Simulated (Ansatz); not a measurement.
# TiB2 (P6/mmm) in Ansatz: settings compared

One crystal, TiB2, is run at these levels: PBE, PBEsol; tasks: phonons, elastic constants.

Everything below comes from runs of Ansatz 0.2.0. Logs are shortened: lines on timing, memory, paths and dates and some standing lists are left out, and cuts for length are marked.

## 1. The crystal as given

Symmetry: P6/mmm, No. 191, hexagonal system. The conventional cell has a = 3.029 Å, b = 3.029 Å, c = 3.228 Å, α = 90.00°, β = 90.00°, γ = 120.00°. Around Ti (site symmetry 6/mmm) lie 12 B at 2.38 Å. Around B (site symmetry -6m2) lie 3 B at 1.75 Å.

## 2. Phonons, PBE

The input, input.yaml:

```yaml
crystal:
  lattice:
    - [3.0292, 0.0, 0.0]
    - [-1.5146, 2.6233641531, 0.0]
    - [0.0, 0.0, 3.2284]
  atoms:
    - { symbol: Ti, position: [0.0, 0.0, 0.0] }
    - { symbol: B, position: [0.6666666667, 0.3333333333, 0.5] }
    - { symbol: B, position: [0.3333333333, 0.6666666667, 0.5] }
hamiltonian:
  xc: pbe
  pseudopotentials: { kind: paw }
kpoints:
  mp_grid: { grid: [7, 7, 6] }
scf:
  occupations: { method: fermi_dirac, width: 0.05 }
phonons:
  method: dfpt
```

Potentials or basis: Ansatz PAW.

Started as:

```console
> ansatz run input.yaml --threads 2 --pin off --max-ram 5632MiB --backend cpu --events-out ev --progress --plain --runs-dir out
```

What it wrote:

```text
Warning: RAYON_NUM_THREADS=2 ignored (pool sized by the plan → 2); use --threads N
zone centre: on kpoints.mp_grid the ground state, and the responses unless they are solved on pairs of k-points, stand on 64 of the mesh's 294 k-points, reduced under 4 symmetry operations, with k and −k counted as one. Each operation leaves every solved displacement unchanged or reverses it
Engine: ansatz 0.2.0, x86_64-unknown-linux-gnu
Pseudopotentials: kind: paw
Pseudopotential: Ti, paw, valence charge 12, recommended cutoff 420 eV (normal), Ti.paw.azcp
Pseudopotential: B, paw, valence charge 3, recommended cutoff 420 eV (normal), B.paw.azcp
Functional definition: PBE
  parameter kappa = 0.804
  parameter beta = 0.06672455060314922
  exchange = pbe_x(kappa = kappa, mu = beta*pi^2/3)
  correlation = pbe_c(beta = beta)
Crystal: 3 atoms, lattice volume = 25.655 Å³
Basis set: ecut = 420 eV, 503 PW (Γ), exchange–correlation on 48×48×48 points (8 copies of the dense FFT grid, shifted against one another)
Bands: 13, of which v1, the nominal top of the filled ones, is band 9 counted from 1 (8 counted from 0)
Symmetry: 24 space group operations
k-points: 64 of 294 (irreducible under 4 space group operations, time reversal used)
Non-local potential: Ti, projectors of the file, l = 0: 3, l = 1: 2, l = 2: 3, l = 3: 1
Non-local potential: B, projectors of the file, l = 0: 2, l = 1: 2, l = 2: 1
PAW form: soft (Blöchl's): semilocal exchange-correlation on the pseudo side does not see the compensation charge
PAW one-centre angular grid: Ti, 590 points (default); XC on 64 Gauss nodes
PAW one-centre angular grid: B, 110 points (default); XC on 64 Gauss nodes
Initial density: superposition of atomic densities (neutral atoms: chi_scale 0, normalization atom), corrected by the library's trained network
Initial wavefunctions: pseudopotential atomic-orbital guess
Functional: x = pbe(κ = 0.804, μ = 0.2195149727645171), c = pbe(β = 0.06672455060314922)
SCF iter   1: F=—  HF=-2814.691018 eV  |F-HF|=—  |Δ(HF+E_count)|=         —  Δρ=3.68e-3  dr2=2.38e-3  ethr=1.77e-3  ⟨swp⟩=4.4  Hψ=3914  notcnv=0
preconditioner: auto → none  [insulator: Δε(μ)=0.193 eV  Ē_g=8.111 eV  σ=0.050 eV  W_gap=0.74  n_scr=8 (ndim 8)  ℏωp=23.2 eV  f_vac=0.000  D(μ)=0.24/eV (n_scr^D=0)  ε∞_Penn≈9.2]
SCF iter   2: F=—  HF=-2814.690359 eV  |F-HF|=—  |Δ(HF+E_count)|=   6.59e-4  Δρ=1.43e-3  dr2=2.47e-4  ethr=1.32e-5  ⟨swp⟩=2.8  Hψ=1899  notcnv=0
SCF iter   3: F=—  HF=-2814.690367 eV  |F-HF|=—  |Δ(HF+E_count)|=   7.93e-6  Δρ=2.92e-4  dr2=8.38e-6  ethr=1.37e-6  ⟨swp⟩=2.0  Hψ=895  notcnv=0
SCF iter   4: F=—  HF=-2814.690368 eV  |F-HF|=—  |Δ(HF+E_count)|=   6.96e-7  Δρ=2.16e-5  dr2=5.26e-8  ethr=4.66e-8  ⟨swp⟩=2.0  Hψ=901  notcnv=0
SCF iter   5: F=—  HF=-2814.690367 eV  |F-HF|=—  |Δ(HF+E_count)|=   6.26e-7  Δρ=3.57e-6  dr2=1.12e-9  ethr=2.92e-10  ⟨swp⟩=2.0  Hψ=1166  notcnv=0
SCF iter   6: F=—  HF=-2814.690367 eV  |F-HF|=—  |Δ(HF+E_count)|=  7.19e-10  Δρ=5.68e-7  dr2=2.76e-11  ethr=6.20e-12  ⟨swp⟩=2.5  Hψ=1347  notcnv=0
SCF iter   7: F=-2814.690367 eV  HF=-2814.690367 eV  |F-HF|=0.00e0  |Δ(HF+E_count)|=  2.64e-11  Δρ=4.32e-8  dr2=2.51e-13  ethr=1.00e-12  ⟨swp⟩=5.0  Hψ=2978  notcnv=0
SCF 1 converged in 7 iterations: F = -2814.690367 eV  dr2 = 2.51e-13
DFPT response loops at Γ: preconditioner auto → Kerker (q_TF=auto, 2.572 Å⁻¹) (partly filled bands, converged f_vac=0.000); β = 1.00, the filter's whole step (`scf.mixing.beta` (0.50) is not read by the response loops under this deck's `scf.mixing.preconditioner`; to damp them name `kerker` or `kerker_dos`, under which they read `scf.mixing.beta`, and type it under 1.00, their step now; both keys bind the ground state too); Broyden in place of MSR1
SCF converged after 7 iterations
Free energy (F): -2814.690367 eV
Harris-Foulkes:  -2814.690367 eV  (|F-HF|=0.00e0)
Internal energy: -2814.688008 eV  (E = F + TS)
E sigma→0 (E₀):  -2814.689187 eV
Entropy (-TS):   -0.002359 eV (-0.786 meV/atom)
Fermi energy:    15.073695 eV
--- Per-component energies (eV) ---
  E_band       = -93.700945
  E_kinetic    = 376.000784
  E_local      = -787.377976  (includes V_loc(G=0)·N_el)
  E_nonlocal   = 28.798180
  E_hartree    = 333.785947
  E_xc         = -165.108010
  E_vxc        = -202.810717  (∫ρ·V_xc dr)
  E_paw        = -1204.604112  (= ΣΔE_a)
  E_vpaw       = -175.883218  (= ΣTr[D̂ρ^β])
  E_aug_tail   = 0.000100  (compensation charges beyond the density's cutoff)
  E_ewald      = -1396.182920
  E_smearing   = -0.002359  (= −TS)
  E_closure    = 0.000000  (closes the sum)
  Σ components = -2814.690367   (vs F -2814.690367, Δ=0.00e0)
--- Band table (eV; the first three rows and the last of 64) ---
  k-point 0: bands = ["-41.7567", "-18.1163", "-17.8015", "-17.8015", "1.6585", "12.5656", "12.5656", "12.8394", "13.0533", "17.0659", "17.0659", "18.8234", "18.8234"]
  k-point 1: bands = ["-41.7530", "-18.1670", "-17.7975", "-17.7975", "2.0189", "10.7493", "12.8563", "12.8563", "14.7881", "16.3199", "16.3199", "18.2136", "18.2136"]
  k-point 2: bands = ["-41.7457", "-18.2669", "-17.7894", "-17.7894", "2.9266", "8.6321", "13.6876", "13.6876", "15.3597", "15.3597", "16.1932", "16.8016", "16.8016"]
  k-point 63: bands = ["-41.6948", "-18.2335", "-18.0957", "-17.8953", "4.9321", "8.6800", "10.4075", "10.4560", "12.7259", "17.4491", "17.8208", "18.6606", "19.5601"]
--- Phonons (Γ-DFPT): 4 representative perturbations + reference, on 64 of 294 k-points (Σ response iterations 12) ---
  k mesh reduced under 4 symmetry operations, with k and −k counted as one. Each operation leaves every solved displacement unchanged or reverses it
  ASR residual: 1.947e-4 → 0.000e0 eV/Å²; symmetrization residual: 2.480e-7 eV/Å²
  ASR residual per site (eV/Å²): 1.95e-4 1.01e-5 1.01e-5
  Γ frequencies (cm⁻¹): 0.00 0.00 0.00 498.77 512.21 512.21 549.82 892.75 892.75
  non-analytic LO–TO correction: not included (Born effective charges unavailable; polar crystals: no LO–TO splitting at Γ)
```

second_order_force_constants.tsv:

```text
# format = ansatz-second-order-force-constants/2
# a1_ang = 3.0291999999746992e0 0e0 0e0
# a2_ang = -1.5145999999873496e0 2.6233641531219107e0 0e0
[... 52 lines left out ...]
2	0	0	0	0	0	-7.184536395910456e0	-2.191280292280585e-32	-2.9102941381851563e-33	1.8625882484384996e-31	-7.184536395910454e0	1.4893858236594623e-32	-1.3524308053919255e-32	1.79753461476142e-32	-6.812311257392032e0
2	1	0	0	0	1	-1.224906010965179e1	-1.4736359965586955e-30	-3.766263002357263e-33	-1.6818076243253514e-30	-1.2249060109651785e1	9.244463733058732e-33	6.84775091337684e-33	6.162975822039154e-33	-2.6025662283699162e0
2	2	0	0	0	2	1.9433596505562246e1	1.4955487994815013e-30	6.676557140542419e-33	1.4955487994815013e-30	1.943359650556224e1	-2.4138321969653355e-32	6.676557140542414e-33	-2.4138321969653355e-32	9.414877485761949e0
```

It took 6.9 s on 2 threads of AMD EPYC 7R43 (Zen 3), shared host; peak memory 0.45 GiB.

What came out:

- Free energy: -2814.6904 eV
- Band gap on the k mesh: none (metal or under the smearing width)
- Highest phonon frequency at Γ: 893 cm⁻¹

Phonon frequencies in cm⁻¹ (negative: imaginary):
| q point | frequencies |
| --- | --- |
| (0.000, 0.000, 0.000) | 0 0 0 499 512 512 550 893 893 |

## 3. Elastic constants, PBE

Changes to input.yaml since step 2:

```diff
@@ -16,3 +16,7 @@
   occupations: { method: fermi_dirac, width: 0.05 }
-phonons:
-  method: dfpt
+output:
+  forces: true
+  stress: true
+elastic:
+  mode: relaxed_ion
+  stencil: two_point
```

Potentials or basis: Ansatz PAW.

Started as:

```console
> ansatz run input.yaml --threads 2 --pin off --max-ram 5632MiB --backend cpu --events-out ev --progress --plain --runs-dir out
```

Wall time 7.8 s (2 threads of AMD EPYC 7R43 (Zen 3), shared host); peak memory 0.4 GiB.

The run converged. Its results:

```yaml
Free_energy: -2814.6904 eV
Pressure: 0.2 GPa
Band_gap_on_the_k_mesh: none (metal or under the smearing width)
Voigt_bulk_modulus: 256 GPa
```

Stress tensor (GPa, compression positive):
```
 0.89  0.00  0.00
 0.00  0.89  0.00
 0.00  0.00 -1.02
```

Levels at points of the mesh, in eV from the Fermi level:
| k point | band 5 | band 6 | band 7 | band 8 | band 9 | band 10 | band 11 | band 12 | band 13 |
| --- | --- | --- | --- | --- | --- | --- | --- | --- | --- |
| (0.00, 0.00, 0.00) | -13.42 | -2.51 | -2.51 | -2.23 | -2.02 | 1.99 | 1.99 | 3.75 | 3.75 |
| (0.00, 0.00, -0.50) | -11.49 | -7.51 | -0.46 | -0.46 | -0.08 | -0.08 | 0.53 | 0.53 | 1.74 |

Elastic tensor in Voigt notation (GPa, in the Cartesian axes of the cell as first typed):
```
664  60 103   0   0   0
 60 664 103   0   0   0
101 101 449   0   0   0
  0   0   0 258   0   0
  0   0   0   0 258   0
  0   0   0   0   0 302
```

Caveat: elastic constants of metals need much finer meshes, so these are rough.

## 4. Phonons, PBEsol

Changes to input.yaml since step 3:

```diff
@@ -10,3 +10,3 @@
 hamiltonian:
-  xc: pbe
+  xc: pbesol
   pseudopotentials: { kind: paw }
@@ -16,7 +16,3 @@
   occupations: { method: fermi_dirac, width: 0.05 }
-output:
-  forces: true
-  stress: true
-elastic:
-  mode: relaxed_ion
-  stencil: two_point
+phonons:
+  method: dfpt
```

Potentials or basis: Ansatz PAW.

Started as:

```console
> ansatz run input.yaml --threads 2 --pin off --max-ram 5632MiB --backend cpu --events-out ev --progress --plain --runs-dir out
```

What it wrote:

```text
Warning: RAYON_NUM_THREADS=2 ignored (pool sized by the plan → 2); use --threads N
zone centre: on kpoints.mp_grid the ground state, and the responses unless they are solved on pairs of k-points, stand on 64 of the mesh's 294 k-points, reduced under 4 symmetry operations, with k and −k counted as one. Each operation leaves every solved displacement unchanged or reverses it
Engine: ansatz 0.2.0, x86_64-unknown-linux-gnu
Pseudopotentials: kind: paw
Pseudopotential: Ti, paw, valence charge 12, recommended cutoff 420 eV (normal), Ti.paw.azcp
Pseudopotential: B, paw, valence charge 3, recommended cutoff 420 eV (normal), B.paw.azcp
Functional definition: PBEsol
  exchange = pbesol_x
  correlation = pbesol_c
Crystal: 3 atoms, lattice volume = 25.655 Å³
Basis set: ecut = 420 eV, 503 PW (Γ), exchange–correlation on 48×48×48 points (8 copies of the dense FFT grid, shifted against one another)
Bands: 13, of which v1, the nominal top of the filled ones, is band 9 counted from 1 (8 counted from 0)
Symmetry: 24 space group operations
k-points: 64 of 294 (irreducible under 4 space group operations, time reversal used)
Non-local potential: Ti, projectors of the file, l = 0: 3, l = 1: 2, l = 2: 3, l = 3: 1
Non-local potential: B, projectors of the file, l = 0: 2, l = 1: 2, l = 2: 1
PAW form: soft (Blöchl's): semilocal exchange-correlation on the pseudo side does not see the compensation charge
PAW frozen core: Ti, regenerated for the run's functional, and the local potential with it (the file was generated under x = pbe(κ = 0.804, μ = 0.2195149727645171), c = pbe(β = 0.06672455060314922))
PAW frozen core: B, regenerated for the run's functional, and the local potential with it (the file was generated under x = pbe(κ = 0.804, μ = 0.2195149727645171), c = pbe(β = 0.06672455060314922))
PAW one-centre angular grid: Ti, 590 points (default); XC on 64 Gauss nodes
PAW one-centre angular grid: B, 110 points (default); XC on 64 Gauss nodes
[... 15 lines left out ...]
Free energy (F): -2782.609107 eV
Harris-Foulkes:  -2782.609107 eV  (|F-HF|=1.82e-12)
Internal energy: -2782.606826 eV  (E = F + TS)
E sigma→0 (E₀):  -2782.607967 eV
Entropy (-TS):   -0.002280 eV (-0.760 meV/atom)
Fermi energy:    14.973736 eV
--- Per-component energies (eV) ---
  E_band       = -93.884541
  E_kinetic    = 375.528100
  E_local      = -788.055522  (includes V_loc(G=0)·N_el)
  E_nonlocal   = 30.064653
  E_hartree    = 333.180342
  E_xc         = -164.113361
  E_vxc        = -202.268897  (∫ρ·V_xc dr)
  E_paw        = -1173.197014  (= ΣΔE_a)
  E_vpaw       = -175.513618  (= ΣTr[D̂ρ^β])
  E_aug_tail   = 0.000090  (compensation charges beyond the density's cutoff)
  E_ewald      = -1396.182920
  E_core_change = 0.168806  (= ΣΔE_core)
  E_smearing   = -0.002280  (= −TS)
  E_closure    = 0.000000  (closes the sum)
  Σ components = -2782.609107   (vs F -2782.609107, Δ=0.00e0)
--- Band table (eV; the first three rows and the last of 64) ---
  k-point 0: bands = ["-41.5975", "-18.0661", "-17.7445", "-17.7445", "1.5992", "12.4790", "12.4790", "12.7673", "12.9241", "16.9761", "16.9761", "18.7599", "18.7599"]
  k-point 1: bands = ["-41.5938", "-18.1181", "-17.7404", "-17.7404", "1.9630", "10.6555", "12.7710", "12.7710", "14.6825", "16.2228", "16.2228", "18.1447", "18.1447"]
  k-point 2: bands = ["-41.5862", "-18.2207", "-17.7321", "-17.7321", "2.8810", "8.5358", "13.6072", "13.6072", "15.2562", "15.2562", "16.0935", "16.7212", "16.7212"]
  k-point 63: bands = ["-41.5341", "-18.1866", "-18.0449", "-17.8402", "4.8832", "8.6123", "10.3195", "10.3605", "12.6244", "17.3626", "17.7422", "18.5986", "19.5025"]
--- Phonons (Γ-DFPT): 4 representative perturbations + reference, on 64 of 294 k-points (Σ response iterations 12) ---
  k mesh reduced under 4 symmetry operations, with k and −k counted as one. Each operation leaves every solved displacement unchanged or reverses it
  ASR residual: 1.577e-4 → 0.000e0 eV/Å²; symmetrization residual: 1.041e-7 eV/Å²
  ASR residual per site (eV/Å²): 1.58e-4 1.12e-5 1.12e-5
  Γ frequencies (cm⁻¹): 0.00 0.00 0.00 491.39 511.07 511.07 546.94 896.24 896.24
  non-analytic LO–TO correction: not included (Born effective charges unavailable; polar crystals: no LO–TO splitting at Γ)
```

second_order_force_constants.tsv:

```text
# format = ansatz-second-order-force-constants/2
[... 54 lines left out ...]
2	0	0	0	0	0	-7.1523890952292355e0	3.286920438420885e-32	2.739100365350736e-33	5.5877647453155e-31	-7.1523890952292355e0	1.0956401461402941e-32	1.3695501826753678e-33	1.3695501826753675e-32	-6.612170528708283e0
2	1	0	0	0	1	-1.238929140862541e1	-1.3805065841367707e-30	1.3695501826753676e-33	-1.9064138542841117e-30	-1.2389291408625404e1	9.586851278727574e-33	2.7391003653507353e-33	6.847750913376838e-33	-2.63974494216054e0
2	2	0	0	0	2	1.9541680503854643e1	1.3476373797525618e-30	-4.1086505480261036e-33	1.3476373797525618e-30	1.954168050385464e1	-2.0543252740130514e-32	-4.108650548026103e-33	-2.0543252740130514e-32	9.251915470868823e0
```

Wall time 3.8 s (2 threads of AMD EPYC 7R43 (Zen 3), shared host); peak memory 0.44 GiB.

Results:

* Free energy: -2782.6091 eV
* Band gap on the k mesh: none (metal or under the smearing width)
* Highest phonon frequency at Γ: 896 cm⁻¹

Phonon frequencies in cm⁻¹ (negative: imaginary):
```tsv
q point	frequencies
(0.000, 0.000, 0.000)	0 0 0 491 511 511 547 896 896
```

Caveat: the PAW data sets come from PBE, with cores solved anew for the run's functional, which leaves a small shift of forces and pressure.

## 5. Summary

```tsv
task	level	atoms under strain	gap on the mesh (eV)
phonons	PBE	-	none
elastic constants	PBE	relaxed	none
phonons	PBEsol	-	none
```

Alike in all rows: potentials or basis Ansatz PAW; no spin polarisation; cell as given; k mesh 7 × 7 × 6; cutoff (eV) 420; smearing fermi-dirac 0.05 eV.

Every run on the cell as given and a fine mesh finds a metal.

Caveats: elastic constants of metals need much finer meshes, so these are rough (some runs); the PAW data sets come from PBE, with cores solved anew for the run's functional, which leaves a small shift of forces and pressure (some runs).

Total energies depend on the potentials used, so only differences within one code and one set of settings carry meaning.
